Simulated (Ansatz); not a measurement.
Computed properties of GeTe

GeTe:
```
GeTe
1.0
    2.08877     1.20595     3.66979
   -2.08877     1.20595     3.66979
    0.00000    -2.41190     3.66979
Ge Te
1 1
Direct
  0.23195   0.23195   0.23195
  0.76805   0.76805   0.76805
```

Space group R3m (No. 160); conventional cell a = b = 4.1775 Å, c = 11.0094 Å, α = β = 90.00°, γ = 120.00°.

Method: DFT-HSE06 in the program Ansatz with PAW potentials. Structure relaxed to zero pressure with the same functional. Other levels are named where they apply.

**Cell and energy**

```yaml
volume_per_atom: 27.73 Å³
density: 5.99 g/cm³
```

**Electronic structure**

```yaml
band_gap: 0.75 eV (indirect)
valence_band_maximum: off the standard path, at k = (0.211, 0.211, 0.372) in fractions of the reciprocal vectors
conduction_band_minimum: at L (3 equivalent valleys)
smallest_direct_gap_on_the_standard_path: 1.06 eV
```

**Mechanics**

```yaml
Bulk modulus (Birch–Murnaghan fit): 33.2 GPa
Pressure derivative B′: 7.6
```

**Charges**

```yaml
bader_charges: Ge +0.46, Te -0.46 e
```

Symmetry was held in the HSE06 relaxation. The hybrid was solved on a coarse mesh, the path and, where they were found, the r²SCAN edge points; its band edges are the extreme levels among these. Scalar-relativistic: spin–orbit coupling is off unless named, which matters more the heavier the elements.

Potentials: the later of the program's two PAW sets.
